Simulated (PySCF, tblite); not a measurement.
Isomers of C4H9NO, one GFN2-xTB conformer each. Single-point energies are computed at PBE0/pcSseg-1 (PySCF, gas phase, no added dispersion term), electronic only.

Task: Rank them by PBE0/pcSseg-1 energy, lowest first (kcal/mol).
A. `[CH2:1]=[C:2]([CH2:3][NH2:4])[O:5][CH3:6]` with C1–C2–C3–N4 -112°, C2–C3–N4–H -55° and -174°, C1–C2–O5–C6 3°
B. `[CH2:1]1[CH2:2][O:3][CH2:4][CH2:5][NH:6]1` with N6–C1–C2–O3 -56°, C1–C2–O3–C4 57°, C2–O3–C4–C5 -57°, O3–C4–C5–N6 56°

Result: B (0.0), A (12.9).

As drawn, the higher has a C=C bond outside aromatic rings, which the lower lacks. GFN2-xTB itself gives, in the same order: 0.0, 26.5. Both levels put the same isomer lowest.

Task: Which frontier levels, dipoles and rotational constants go with these structures?

Result: 
```csv
SMILES,"HOMO (eV, PBE0/pcSseg-1)",LUMO (eV),dipole (D),"A, B, C (MHz)"
C1COCCN1,-6.12,1.42,1.19,"4961, 4601, 2708"
C=C(CN)OC,-6.63,0.91,1.30,"5931, 2560, 1978"
```

Task: What happens when harmonic zero-point energies from GFN2-xTB frequencies are added?

Result: 
```json
{"SMILES": "C1COCCN1", "ZPE (kcal/mol)": "82.4", "electronic (kcal/mol)": "0.0", "with ZPE (kcal/mol)": "0.0"}
{"SMILES": "C=C(CN)OC", "ZPE (kcal/mol)": "79.6", "electronic (kcal/mol)": "12.9", "with ZPE (kcal/mol)": "10.1"}
```

The zero-point energies span 2.8 kcal/mol. The order is unchanged.
